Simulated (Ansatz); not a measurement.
# SiC (P6_3mc) in Ansatz: notebook

One crystal, SiC, is run at these levels: SVWN5; tasks: single point, equation of state.

Everything below comes from runs of Ansatz 0.2.0. Logs are shortened: lines on timing, memory, paths and dates and some standing lists are left out, and cuts for length are marked.

**1. The structure**

Symmetry: P6_3mc, No. 186, hexagonal system. The conventional cell has a = 3.076 Å, b = 3.076 Å, c = 10.071 Å, α = 90.00°, β = 90.00°, γ = 120.00°. Around Si (site symmetry 3m) lie 4 C at 1.88 to 1.89 Å. Around Si (site symmetry 3m) lie 4 C at 1.88 to 1.89 Å. Around C (site symmetry 3m) lie 4 Si at 1.88 to 1.89 Å. Around C (site symmetry 3m) lie 4 Si at 1.88 to 1.89 Å.

The cell is a database's computed one.

**2. Single point, SVWN5, 9.69 Å³/atom (volume scaled by 0.94)**

Input file input.yaml:

```yaml
crystal:
  lattice:
    - [3.0129072637, 0.0, 0.0]
    - [-1.5064536318, 2.6092542296, 0.0]
    - [0.0, 0.0, 9.8650653976]
  atoms:
    - { symbol: Si, position: [0.0, 0.0, 0.18789438] }
    - { symbol: Si, position: [0.0, 0.0, 0.68789438] }
    - { symbol: Si, position: [0.3333333333, 0.6666666667, 0.43784198] }
    - { symbol: Si, position: [0.6666666667, 0.3333333333, 0.93784198] }
    - { symbol: C, position: [0.0, 0.0, 0.00046005] }
    - { symbol: C, position: [0.0, 0.0, 0.50046005] }
    - { symbol: C, position: [0.3333333333, 0.6666666667, 0.24980259] }
    - { symbol: C, position: [0.6666666667, 0.3333333333, 0.74980259] }
hamiltonian:
  xc: { exchange: slater, correlation: vwn5 }
  pseudopotentials: { kind: paw }
kpoints:
  mp_grid: { grid: [10, 10, 3] }
scf:
  occupations: { method: fermi_dirac, width: 0.05 }
output:
  forces: true
  stress: true
  eigenvalues: true
```

Potentials or basis: Ansatz PAW.

On the command line:

```sh
> ansatz run input.yaml --threads 2 --pin off --max-ram 5120MiB --backend cpu --events-out ev --progress --plain --runs-dir out
```

Standard output:

```text
Warning: RAYON_NUM_THREADS=2 ignored (pool sized by the plan → 2); use --threads N
Engine: ansatz 0.2.0, aarch64-unknown-linux-gnu
Pseudopotentials: kind: paw
Pseudopotential: Si, paw, valence charge 4, recommended cutoff 420 eV (normal), Si.paw.azcp
Pseudopotential: C, paw, valence charge 4, recommended cutoff 420 eV (normal), C.paw.azcp
Functional definition: unnamed
  exchange = slater_x
  correlation = vwn5_c
Crystal: 8 atoms, lattice volume = 77.554 Å³
Basis set: ecut = 420 eV, 1497 PW (Γ)
Bands: 24, of which v1, the nominal top of the filled ones, is band 16 counted from 1 (15 counted from 0)
Symmetry: 12 space group operations
Space group: P63mc (ITA 186), of the structure as read, at distance tolerance 4.3e-5 Å
k-points: 28 of 300 (time reversal used)
Non-local potential: Si, projectors of the file, l = 0: 2, l = 1: 2, l = 2: 2
Non-local potential: C, projectors of the file, l = 0: 2, l = 1: 2, l = 2: 1
PAW form: soft (Blöchl's): semilocal exchange-correlation on the pseudo side does not see the compensation charge
PAW frozen core: Si, regenerated for the run's functional, and the local potential with it (the file was generated under x = pbe(κ = 0.804, μ = 0.2195149727645171), c = pbe(β = 0.06672455060314922))
PAW frozen core: C, regenerated for the run's functional, and the local potential with it (the file was generated under x = pbe(κ = 0.804, μ = 0.2195149727645171), c = pbe(β = 0.06672455060314922))
PAW one-centre angular grid: Si, 110 points (default); XC on 64 Gauss nodes
PAW one-centre angular grid: C, 110 points (default); XC on 64 Gauss nodes
Initial density: superposition of atomic densities (neutral atoms: chi_scale 0, normalization atom), corrected by the library's trained network
Initial wavefunctions: pseudopotential atomic-orbital guess
Functional: x = slater, c = vwn5
SCF iter   1: F=—  HF=-3409.433672 eV  |F-HF|=—  |Δ(HF+E_count)|=         —  Δρ=7.61e-3  dr2=4.25e-2  ethr=1.77e-3  ⟨swp⟩=6.4  Hψ=3847  notcnv=0  defer=4
preconditioner: auto → none  [insulator: Δε(μ)=2.124 eV  Ē_g=12.271 eV  σ=0.050 eV  W_gap=1.00  n_scr=6 (ndim 8)  ℏωp=23.9 eV  f_vac=0.000  D(μ)=0.00/eV (n_scr^D=0)  ε∞_Penn≈4.8]
SCF iter   2: F=—  HF=-3409.421270 eV  |F-HF|=—  |Δ(HF+E_count)|=   1.24e-2  Δρ=2.82e-3  dr2=2.55e-3  ethr=1.33e-4  ⟨swp⟩=2.7  Hψ=1370  notcnv=0  defer=50
SCF iter   3: F=—  HF=-3409.420630 eV  |F-HF|=—  |Δ(HF+E_count)|=   6.40e-4  Δρ=8.89e-4  dr2=2.47e-4  ethr=7.97e-6  ⟨swp⟩=1.0  Hψ=596  notcnv=0  defer=25
automatic band count: iteration 3 solves 23 bands in place of 24: the levels show a gap, and the empty bands left out lie too high to hold charge; the band table lists the bands solved (type scf.n_extra_bands for more)
SCF iter   4: F=—  HF=-3409.420581 eV  |F-HF|=—  |Δ(HF+E_count)|=   4.90e-5  Δρ=4.71e-5  dr2=1.79e-6  ethr=7.73e-7  ⟨swp⟩=2.0  Hψ=996  notcnv=0  defer=25
SCF iter   5: F=—  HF=-3409.420579 eV  |F-HF|=—  |Δ(HF+E_count)|=   2.31e-6  Δρ=1.37e-5  dr2=7.91e-8  ethr=5.60e-9  ⟨swp⟩=2.0  Hψ=991  notcnv=0  defer=25
SCF iter   6: F=-3409.420579 eV  HF=-3409.420579 eV  |F-HF|=1.38e-9  |Δ(HF+E_count)|=   1.53e-8  Δρ=2.15e-6  dr2=3.60e-9  ethr=2.47e-10  ⟨swp⟩=6.4  Hψ=2755  notcnv=0
SCF 1 converged in 6 iterations: F = -3409.420579 eV  dr2 = 3.60e-9
SCF converged after 6 iterations
Free energy (F): -3409.420579 eV
Harris-Foulkes:  -3409.420579 eV  (|F-HF|=1.38e-9)
Internal energy: -3409.420579 eV  (E = F + TS)
E sigma→0 (E₀):  -3409.420579 eV
Fermi energy:    11.250240 eV
--- Per-component energies (eV) ---
  E_band       = 129.228951
  E_kinetic    = 557.387869
  E_local      = -411.209859  (includes V_loc(G=0)·N_el)
  E_nonlocal   = 219.398785
  E_hartree    = 125.490135
  E_xc         = -423.927990
  E_vxc        = -443.956738  (∫ρ·V_xc dr)
  E_paw        = -2313.879457  (= ΣΔE_a)
  E_vpaw       = -43.371580  (= ΣTr[D̂ρ^β])
  E_aug_tail   = 0.000063  (compensation charges beyond the density's cutoff)
  E_ewald      = -1163.268139
  E_core_change = 0.588014  (= ΣΔE_core)
  E_smearing   = -0.000000  (= −TS)
  E_closure    = 0.000000  (closes the sum)
  Σ components = -3409.420579   (vs F -3409.420579, Δ=0.00e0)
--- Forces (eV/Å), atoms counted from 1 ---
  atom   1  Si     0.00000000     0.00000000     0.00792651
  atom   2  Si    -0.00000000    -0.00000000     0.00792651
  atom   3  Si     0.00000000    -0.00000000    -0.01791352
  atom   4  Si    -0.00000000     0.00000000    -0.01791352
  atom   5  C     -0.00000000    -0.00000000    -0.00139514
  atom   6  C      0.00000000     0.00000000    -0.00139514
  atom   7  C     -0.00000000    -0.00000000     0.01134330
  atom   8  C      0.00000000     0.00000000     0.01134330
  max |Σ_I F_I| component: 7.77e-5 eV/Å
--- Stress (GPa, compression-positive) ---
       11.162509       0.000000      -0.000000
        0.000000      11.162509       0.000000
       -0.000000       0.000000      10.884753
  P = ⅓ Tr σ = 11.0699 GPa (110.699 kbar)
--- Band table (eV; the first three rows and the last of 28) ---
  k-point 0: bands = ["-5.7729", "-4.5281", "-4.4887", "-1.9092", "1.1425", "5.6606", "5.7020", "8.9347", "8.9347", "9.4043", "9.4043", "9.5527", "9.5527", "10.0888", "10.1443", "10.1443", "15.7566", "16.3211", "16.9729", "17.1823", "17.3624", "17.3624", "17.4274"]
  k-point 1: bands = ["-5.6297", "-5.2039", "-3.5788", "-2.5326", "1.9932", "3.7046", "7.6775", "9.0014", "9.0014", "9.1885", "9.1885", "9.3594", "9.7984", "9.7984", "10.0462", "10.0462", "15.8498", "16.1025", "17.2563", "17.4326", "17.4326", "17.4794", "17.4794"]
  k-point 2: bands = ["-5.5897", "-4.3506", "-4.3104", "-1.7541", "1.3141", "5.7237", "5.7700", "7.9731", "8.5939", "8.6342", "8.7855", "9.2008", "9.2990", "9.5281", "9.9713", "10.0718", "15.9081", "16.5294", "16.5590", "17.1670", "17.4238", "17.6494", "17.6624"]
  k-point 27: bands = ["-1.3655", "-1.1148", "-0.5468", "-0.4485", "2.3912", "2.6777", "2.6986", "3.2647", "4.0883", "4.3183", "5.1137", "5.4384", "6.4263", "7.3973", "7.6443", "8.0219", "13.4884", "13.6466", "16.0141", "16.7624", "16.8741", "17.8847", "19.0586"]
```

Wall time 2.5 s (2 threads of Arm Neoverse V1, shared host); peak memory 0.3 GiB.

Results:

```
Free energy            : -3409.4206 eV
Pressure               : 11.1 GPa
Largest force          : 0.018 eV/Å
Band gap on the k mesh : 2.19 eV, indirect (least direct gap 3.33 eV)
```

Caveat: odd divisions of the mesh miss points on the zone boundary, where band edges often lie, so the gap on the mesh can be too wide; the pressure holds a Pulay correction of +0.4 GPa for the finite cutoff; the PAW data sets come from PBE, with cores solved anew for the run's functional, which leaves a small shift of forces and pressure.

**3. Single point, SVWN5, 9.90 Å³/atom (volume scaled by 0.96)**

input.yaml: that of step 2 with these lines changed.

```diff
@@ -2,5 +2,5 @@
   lattice:
-    - [3.0129072637, 0.0, 0.0]
-    - [-1.5064536318, 2.6092542296, 0.0]
-    - [0.0, 0.0, 9.8650653976]
+    - [3.0341256196, 0.0, 0.0]
+    - [-1.5170628097, 2.6276298648, 0.0]
+    - [0.0, 0.0, 9.9345399781]
   atoms:
```

Potentials or basis: Ansatz PAW.

On the command line:

```sh
> ansatz run input.yaml --threads 2 --pin off --max-ram 5120MiB --backend cpu --events-out ev --progress --plain --runs-dir out
```

Wall time 2.4 s (2 threads of Arm Neoverse V1, shared host); peak memory 0.3 GiB.

Results (log left out):

```
Free energy            : -3409.5057 eV
Pressure               : 5.6 GPa
Largest force          : 0.010 eV/Å
Band gap on the k mesh : 2.19 eV, indirect (least direct gap 3.32 eV)
```

Caveat: odd divisions of the mesh miss points on the zone boundary, where band edges often lie, so the gap on the mesh can be too wide; the pressure holds a Pulay correction of +0.4 GPa for the finite cutoff; the PAW data sets come from PBE, with cores solved anew for the run's functional, which leaves a small shift of forces and pressure.

**4. Single point, SVWN5, 10.11 Å³/atom (volume scaled by 0.98)**

input.yaml: that of step 3 with these lines changed.

```diff
@@ -2,5 +2,5 @@
   lattice:
-    - [3.0341256196, 0.0, 0.0]
-    - [-1.5170628097, 2.6276298648, 0.0]
-    - [0.0, 0.0, 9.9345399781]
+    - [3.0550512851, 0.0, 0.0]
+    - [-1.5275256425, 2.6457520228, 0.0]
+    - [0.0, 0.0, 10.0030562121]
   atoms:
```

On the command line:

```sh
> ansatz run input.yaml --threads 2 --pin off --max-ram 5120MiB --backend cpu --events-out ev --progress --plain --runs-dir out
```

Run time: 2.5 s. Hardware: 2 threads of Arm Neoverse V1, shared host; peak memory 0.31 GiB.

It converged, with:

| Quantity | Value |
| --- | --- |
| Free energy | -3409.5369 eV |
| Pressure | 0.6 GPa |
| Largest force | 0.004 eV/Å |
| Band gap on the k mesh | 2.18 eV, indirect (least direct gap 3.31 eV) |

Caveat: odd divisions of the mesh miss points on the zone boundary, where band edges often lie, so the gap on the mesh can be too wide; the pressure holds a Pulay correction of +0.4 GPa for the finite cutoff; the PAW data sets come from PBE, with cores solved anew for the run's functional, which leaves a small shift of forces and pressure.

**5. Single point, SVWN5, 10.31 Å³/atom**

input.yaml: that of step 4 with these lines changed.

```diff
@@ -2,5 +2,5 @@
   lattice:
-    - [3.0550512851, 0.0, 0.0]
-    - [-1.5275256425, 2.6457520228, 0.0]
-    - [0.0, 0.0, 10.0030562121]
+    - [3.0756941497, 0.0, 0.0]
+    - [-1.5378470748, 2.6636292679, 0.0]
+    - [0.0, 0.0, 10.07064648]
   atoms:
```

On the command line:

```sh
> ansatz run input.yaml --threads 2 --pin off --max-ram 5120MiB --backend cpu --events-out ev --progress --plain --runs-dir out
```

Wall time 2.5 s (2 threads of Arm Neoverse V1, shared host); peak memory 0.31 GiB.

It converged, with:

```
Free energy            : -3409.5191 eV
Pressure               : -4.0 GPa
Largest force          : 0.004 eV/Å
Band gap on the k mesh : 2.18 eV, indirect (least direct gap 3.30 eV)
```

Caveat: odd divisions of the mesh miss points on the zone boundary, where band edges often lie, so the gap on the mesh can be too wide; the pressure holds a Pulay correction of +0.4 GPa for the finite cutoff; the PAW data sets come from PBE, with cores solved anew for the run's functional, which leaves a small shift of forces and pressure.

**6. Single point, SVWN5, 10.52 Å³/atom (volume scaled by 1.02)**

input.yaml: that of step 5 with these lines changed.

```diff
@@ -2,5 +2,5 @@
   lattice:
-    - [3.0756941497, 0.0, 0.0]
-    - [-1.5378470748, 2.6636292679, 0.0]
-    - [0.0, 0.0, 10.07064648]
+    - [3.0960635787, 0.0, 0.0]
+    - [-1.5480317893, 2.6812697109, 0.0]
+    - [0.0, 0.0, 10.1373414467]
   atoms:
```

Potentials or basis: Ansatz PAW.

On the command line:

```sh
> ansatz run input.yaml --threads 2 --pin off --max-ram 5120MiB --backend cpu --events-out ev --progress --plain --runs-dir out
```

Wall time 2.6 s (2 threads of Arm Neoverse V1, shared host); peak memory 0.31 GiB.

Results (log left out):

```yaml
Free_energy: -3409.4569 eV
Pressure: -8.0 GPa
Largest_force: 0.010 eV/Å
Band_gap_on_the_k_mesh: 2.17 eV, indirect (least direct gap 3.29 eV)
```

Caveat: odd divisions of the mesh miss points on the zone boundary, where band edges often lie, so the gap on the mesh can be too wide; the pressure holds a Pulay correction of +0.4 GPa for the finite cutoff; the PAW data sets come from PBE, with cores solved anew for the run's functional, which leaves a small shift of forces and pressure.

**7. Single point, SVWN5, 10.73 Å³/atom (volume scaled by 1.04)**

input.yaml: that of step 6 with these lines changed.

```diff
@@ -2,5 +2,5 @@
   lattice:
-    - [3.0960635787, 0.0, 0.0]
-    - [-1.5480317893, 2.6812697109, 0.0]
-    - [0.0, 0.0, 10.1373414467]
+    - [3.116168451, 0.0, 0.0]
+    - [-1.5580842255, 2.6986810411, 0.0]
+    - [0.0, 0.0, 10.2031701838]
   atoms:
```

On the command line:

```sh
> ansatz run input.yaml --threads 2 --pin off --max-ram 5120MiB --backend cpu --events-out ev --progress --plain --runs-dir out
```

Run time: 2.5 s. Hardware: 2 threads of Arm Neoverse V1, shared host; peak memory 0.31 GiB.

The run converged. Its results:

```yaml
Free_energy: -3409.3546 eV
Pressure: -11.8 GPa
Largest_force: 0.016 eV/Å
Band_gap_on_the_k_mesh: 2.17 eV, indirect (least direct gap 3.28 eV)
```

Caveat: odd divisions of the mesh miss points on the zone boundary, where band edges often lie, so the gap on the mesh can be too wide; the pressure holds a Pulay correction of +0.4 GPa for the finite cutoff; the PAW data sets come from PBE, with cores solved anew for the run's functional, which leaves a small shift of forces and pressure.

**8. Single point, SVWN5, 10.93 Å³/atom (volume scaled by 1.06)**

input.yaml: that of step 7 with these lines changed.

```diff
@@ -2,5 +2,5 @@
   lattice:
-    - [3.116168451, 0.0, 0.0]
-    - [-1.5580842255, 2.6986810411, 0.0]
-    - [0.0, 0.0, 10.2031701838]
+    - [3.1360171929, 0.0, 0.0]
+    - [-1.5680085964, 2.7158705557, 0.0]
+    - [0.0, 0.0, 10.2681602811]
   atoms:
@@ -25 +25,5 @@
   eigenvalues: true
+  write_density: true
+  write_potential: true
+  elf: true
+  volumetric_format: npy
```

On the command line:

```sh
> ansatz run input.yaml --threads 2 --pin off --max-ram 5120MiB --backend cpu --events-out ev --progress --plain --runs-dir out
```

Run time: 3.5 s. Hardware: 2 threads of Arm Neoverse V1, shared host; peak memory 0.32 GiB.

It converged, with:

```yaml
Free_energy: -3409.2163 eV
Pressure: -15.1 GPa
Largest_force: 0.021 eV/Å
Band_gap_on_the_k_mesh: 2.16 eV, indirect (least direct gap 3.27 eV)
```

Caveat: odd divisions of the mesh miss points on the zone boundary, where band edges often lie, so the gap on the mesh can be too wide; the pressure holds a Pulay correction of +0.4 GPa for the finite cutoff; the PAW data sets come from PBE, with cores solved anew for the run's functional, which leaves a small shift of forces and pressure.

**9. Equation of state, SVWN5**

Potentials or basis: Ansatz PAW.

This step only gathers the single runs of the series.

What came out:

- Equilibrium volume: 10.13 Å³/atom
- Bulk modulus at fixed shape and positions: 230 GPa
- Pressure derivative of the bulk modulus: 3.9

Energy against volume, from the lowest point:
| volume (Å³/atom) | energy (meV/atom) |
| --- | --- |
| 9.694 | 14.54 |
| 9.900 | 3.90 |
| 10.107 | 0.00 |
| 10.313 | 2.23 |
| 10.519 | 9.99 |
| 10.726 | 22.79 |
| 10.932 | 40.08 |

Caveat: the cell was scaled at fixed shape and fractional positions, which overstates the stiffness of a crystal with free parameters, most of all of layers and chains.
